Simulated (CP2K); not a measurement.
# Sb (Fm-3m) in CP2K: settings compared, part 2 of 2

CP2K 2026.2. Earlier steps stand in the parts before.

## 3. Single point, LDA

Input file sb_scf.inp:

```
&GLOBAL
  PROJECT sb_scf
  RUN_TYPE ENERGY_FORCE
  PRINT_LEVEL LOW
&END GLOBAL
&FORCE_EVAL
  METHOD QS
  STRESS_TENSOR ANALYTICAL
  &DFT
    BASIS_SET_FILE_NAME BASIS_MOLOPT_UZH
    POTENTIAL_FILE_NAME GTH_POTENTIALS
    &MGRID
      CUTOFF 450
      REL_CUTOFF 60
      NGRIDS 4
    &END MGRID
    &QS
      METHOD GPW
      EPS_DEFAULT 1.0E-10
    &END QS
    &KPOINTS
      SCHEME MONKHORST-PACK 10 10 10
      GAMMA_CENTERED T
      SYMMETRY T
      SYMMETRY_BACKEND SPGLIB
    &END KPOINTS
    &SCF
      SCF_GUESS ATOMIC
      EPS_SCF 1.0E-6
      MAX_SCF 100
      ADDED_MOS 8
      CHOLESKY OFF
      EPS_EIGVAL 1.0E-7
      &DIAGONALIZATION ON
        ALGORITHM STANDARD
      &END DIAGONALIZATION
      &MIXING ON
        METHOD BROYDEN_MIXING
        ALPHA 0.4
        BETA 1.5
        NBUFFER 8
      &END MIXING
      &SMEAR ON
        METHOD GAUSSIAN
        SIGMA [eV] 0.02
      &END SMEAR
    &END SCF
    &XC
      &XC_FUNCTIONAL
        &LDA_X
        &END LDA_X
        &LDA_C_PW
        &END LDA_C_PW
      &END XC_FUNCTIONAL
    &END XC
    &PRINT
      &KPOINTS ON
      &END KPOINTS
      &MULLIKEN ON
      &END MULLIKEN
      &MO ON
        ENERGIES T
        OCCUPATION_NUMBERS T
        &EACH
          QS_SCF 0
        &END EACH
        ADD_LAST NUMERIC
      &END MO
    &END PRINT
  &END DFT
  &SUBSYS
    &CELL
      ABC 3.3534433337 3.3534433338 3.3534433337
      ALPHA_BETA_GAMMA 59.9999999999 59.9999999992 59.9999999998
      PERIODIC XYZ
    &END CELL
    &COORD
      Sb  0.0000000000 0.0000000000 0.0000000000
    &END COORD
    &KIND Sb
      BASIS_SET TZVP-MOLOPT-PBE-GTH-q5
      POTENTIAL GTH-PADE-q5
    &END KIND
    &PRINT
      &ATOMIC_COORDINATES ON
      &END ATOMIC_COORDINATES
      &CELL ON
      &END CELL
    &END PRINT
  &END SUBSYS
  &PRINT
    &FORCES ON
    &END FORCES
    &STRESS_TENSOR ON
    &END STRESS_TENSOR
  &END PRINT
&END FORCE_EVAL
```

Potentials or basis: GTH_POTENTIALS Sb GTH-PADE-q5; TZVP-MOLOPT-PBE-GTH basis.

Launch:

```console
OMP_NUM_THREADS=1 cp2k.psmp -i sb_scf.inp -o sb_scf.out
```

sb_scf.out:

```text

 CP2K| version string:                                       CP2K version 2026.2
 CP2K| Input file name                                                sb_scf.inp

 GLOBAL| Force Environment number                                              1
 GLOBAL| Basis set file name                                    BASIS_MOLOPT_UZH
 GLOBAL| Potential file name                                      GTH_POTENTIALS
 GLOBAL| MM Potential file name                                     MM_POTENTIAL
 GLOBAL| Coordinate file name                                      __STD_INPUT__
 GLOBAL| Method name                                                        CP2K
 GLOBAL| Project name                                                     sb_scf
 GLOBAL| Run type                                                   ENERGY_FORCE
 GLOBAL| FFT library                                                       FFTW3
[... 6 lines left out ...]
 GLOBAL| Total number of message passing processes                             1
 GLOBAL| Number of threads for this process                                    1
 GLOBAL| CPU model name                                                  UNKNOWN

 CELL| Volume [angstrom^3]:                                            26.666003
 CELL| Vector a [angstrom]:       3.353     0.000     0.000   |a| =     3.353443
 CELL| Vector b [angstrom]:       1.677     2.904     0.000   |b| =     3.353443
 CELL| Vector c [angstrom]:       1.677     0.968     2.738   |c| =     3.353443
 CELL| Angle (b,c), alpha [degree]:                                    60.000000
 CELL| Angle (a,c), beta  [degree]:                                    60.000000
 CELL| Angle (a,b), gamma [degree]:                                    60.000000
 CELL| Numerically orthorhombic:                                              NO
[... 394 lines left out ...]
 MO|      6               0.505221              13.747757               0.000000
 MO|      7               0.850395              23.140421               0.000000
 MO|      8               1.006505              27.388399               0.000000
 MO|      9               1.010483              27.496629               0.000000
 MO|     10               1.193707              32.482407               0.000000
 MO|     11               1.239550              33.729867               0.000000
 MO| Sum:                                                               6.000000
 MO| E(Fermi):            0.227182 a.u.          6.181947 eV
 MO| Band gap:            0.019492 a.u.          0.530402 eV

 [... the levels of further k-points ...]

 !-----------------------------------------------------------------------------!
                     Mulliken Population Analysis

 #  Atom  Element  Kind  Atomic population                           Net charge
       1     Sb       1          5.000000                             -0.000000
 # Total charge                              5.000000                 -0.000000

 !-----------------------------------------------------------------------------!

 ENERGY| Total FORCE_EVAL ( QS ) energy [hartree]             -5.594688018268458

 FORCES| Atomic forces [hartree/bohr]
 FORCES|   Atom     x               y               z               |f|
 FORCES|      1  7.16819408E-15  4.27725949E-15  1.22309191E-15   8.43646306E-15
 FORCES| Sum     7.16819408E-15  4.27725949E-15  1.22309191E-15
 FORCES| Total atomic force                                       8.43646306E-15

 STRESS| Analytical stress tensor [bar]
 STRESS|                        x                   y                   z
 STRESS|      x       -1.03403863208E+04  -8.08528046960E-05  -6.17640941561E-05
 STRESS|      y       -8.08528046960E-05  -1.03403861723E+04  -4.97689764638E-05
 STRESS|      z       -6.17640941561E-05  -4.97689764638E-05  -1.03403861968E+04
 STRESS| 1/3 Trace                                            -1.03403862300E+04
 STRESS| Determinant                                          -1.10563119066E+12

 STRESS| Eigenvectors and eigenvalues of the analytical stress tensor [bar]
 STRESS|                        1                   2                   3
 STRESS| Eigenvalues  -1.03403863874E+04  -1.03403861755E+04  -1.03403861271E+04
 STRESS|      x           0.835550595483     -0.497991141355     -0.232077628220
 STRESS|      y           0.401006204325      0.264024315684      0.877203046518
 STRESS|      z           0.375565209360      0.826012096679     -0.420303211574
```

It took 19 s on 1 thread of Arm Neoverse N1, shared host; peak memory 0.21 GiB.

What came out:

```
Free energy            : -152.2392 eV
Pressure               : -1.0 GPa
Band gap on the k mesh : none (metal or under the smearing width)
```

Caveat: the basis of atomic orbitals isn't converged, which shifts pressures, moduli and gaps. Spin-orbit coupling is left out, which matters for the levels of Sb.

## 4. Single point, LDA

sb_scf.inp: that of step 3 with these lines changed.

```diff
@@ -21,3 +21,3 @@
     &KPOINTS
-      SCHEME MONKHORST-PACK 10 10 10
+      SCHEME MONKHORST-PACK 7 7 7
       GAMMA_CENTERED T
@@ -43,4 +43,4 @@
       &SMEAR ON
-        METHOD GAUSSIAN
-        SIGMA [eV] 0.02
+        METHOD FERMI_DIRAC
+        ELECTRONIC_TEMPERATURE [K] 1160.452
       &END SMEAR
@@ -68,2 +68,7 @@
       &END MO
+      &LOWDIN ON
+      &END LOWDIN
+      &HIRSHFELD ON
+        SHAPE_FUNCTION DENSITY
+      &END HIRSHFELD
     &END PRINT
@@ -72,4 +77,5 @@
     &CELL
-      ABC 3.3534433337 3.3534433338 3.3534433337
-      ALPHA_BETA_GAMMA 59.9999999999 59.9999999992 59.9999999998
+      A 3.3534433337 0.0000000000 0.0000000000
+      B 1.6767216669 2.9041671172 0.0000000000
+      C 1.6767216669 0.9680557057 2.7380750163
       PERIODIC XYZ
```

Launch:

```console
OMP_NUM_THREADS=1 cp2k.psmp -i sb_scf.inp -o sb_scf.out
```

Run time: 13 s. Hardware: 1 thread of Arm Neoverse N1, shared host; peak memory 0.21 GiB.

It converged, with:

```
Free energy            : -152.2500 eV
Pressure               : -1.4 GPa
Band gap on the k mesh : none (metal or under the smearing width)
```

Levels at points of the mesh, in eV from the Fermi level:
```tsv
k point	band 1	band 2	band 3	band 4	band 5	band 6	band 7
(0.00, 0.00, 0.00)	-12.85	5.64	5.64	5.64	11.57	11.57	11.57
```

Caveat: the basis of atomic orbitals isn't converged, which shifts pressures, moduli and gaps. Spin-orbit coupling is left out, which matters for the levels of Sb.

## 5. Single point, PBE

sb_scf.inp: that of step 4 with these lines changed.

```diff
@@ -10,3 +10,3 @@
     BASIS_SET_FILE_NAME BASIS_MOLOPT_UZH
-    POTENTIAL_FILE_NAME GTH_POTENTIALS
+    POTENTIAL_FILE_NAME POTENTIAL_UZH
     &MGRID
@@ -14,3 +14,3 @@
       REL_CUTOFF 60
-      NGRIDS 4
+      NGRIDS 5
     &END MGRID
@@ -21,3 +21,3 @@
     &KPOINTS
-      SCHEME MONKHORST-PACK 7 7 7
+      SCHEME MONKHORST-PACK 10 10 10
       GAMMA_CENTERED T
@@ -43,4 +43,4 @@
       &SMEAR ON
-        METHOD FERMI_DIRAC
-        ELECTRONIC_TEMPERATURE [K] 1160.452
+        METHOD GAUSSIAN
+        SIGMA [eV] 0.05
       &END SMEAR
@@ -48,7 +48,3 @@
     &XC
-      &XC_FUNCTIONAL
-        &LDA_X
-        &END LDA_X
-        &LDA_C_PW
-        &END LDA_C_PW
+      &XC_FUNCTIONAL PBE
       &END XC_FUNCTIONAL
@@ -68,7 +64,2 @@
       &END MO
-      &LOWDIN ON
-      &END LOWDIN
-      &HIRSHFELD ON
-        SHAPE_FUNCTION DENSITY
-      &END HIRSHFELD
     &END PRINT
@@ -83,2 +74,3 @@
     &COORD
+      SCALED
       Sb  0.0000000000 0.0000000000 0.0000000000
@@ -87,3 +79,3 @@
       BASIS_SET TZVP-MOLOPT-PBE-GTH-q5
-      POTENTIAL GTH-PADE-q5
+      POTENTIAL GTH-PBE-q5
     &END KIND
```

Potentials or basis: POTENTIAL_UZH Sb GTH-PBE-q5; TZVP-MOLOPT-PBE-GTH basis.

Launch:

```console
OMP_NUM_THREADS=1 cp2k.psmp -i sb_scf.inp -o sb_scf.out
```

It took 19 s on 1 thread of Arm Neoverse N1, shared host; peak memory 0.21 GiB.

The run converged. Its results:

```yaml
Free_energy: -150.1611 eV
Pressure: 3.5 GPa
Band_gap_on_the_k_mesh: none (metal or under the smearing width)
```

Levels at points of the mesh, in eV from the Fermi level:
```csv
k point,band 1,band 2,band 3,band 4,band 5
"(0.00, 0.00, 0.00)",-13.00,5.54,5.54,5.54,11.27
"(0.00, 0.00, 0.50)",-9.18,-5.90,3.87,3.87,8.79
"(0.00, 0.50, 0.50)",-7.52,-4.98,0.49,0.49,4.78
```

Caveat: the basis of atomic orbitals isn't converged, which shifts pressures, moduli and gaps.

## 6. The runs side by side

| level | potentials or basis | k mesh | smearing | NGRIDS | potentials | gap on the mesh (eV) | pressure (GPa) |
| --- | --- | --- | --- | --- | --- | --- | --- |
| PBE | POTENTIAL_UZH Sb GTH-PBE-q5; TZVP-MOLOPT-PBE-GTH basis | 10 × 10 × 10 | gaussian 0.1 eV | 5 | Sb GTH-PBE-q5 of POTENTIAL_UZH | none | 3.5 |
| LDA | GTH_POTENTIALS Sb GTH-PADE-q5; TZVP-MOLOPT-PBE-GTH basis | 10 × 10 × 10 | gaussian 0.02 eV | 4 | Sb GTH-PADE-q5 of GTH_POTENTIALS | none | -1.0 |
| LDA | GTH_POTENTIALS Sb GTH-PADE-q5; TZVP-MOLOPT-PBE-GTH basis | 7 × 7 × 7 | fermi-dirac 0.1 eV | 4 | Sb GTH-PADE-q5 of GTH_POTENTIALS | none | -1.4 |
| PBE | POTENTIAL_UZH Sb GTH-PBE-q5; TZVP-MOLOPT-PBE-GTH basis | 10 × 10 × 10 | gaussian 0.05 eV | 5 | Sb GTH-PBE-q5 of POTENTIAL_UZH | none | 3.5 |

Alike in all rows: task single point; no spin polarisation; cell as given.

Caveats: the basis of atomic orbitals isn't converged, which shifts pressures, moduli and gaps.

Total energies depend on the potentials used, so only differences within one code and one set of settings carry meaning.
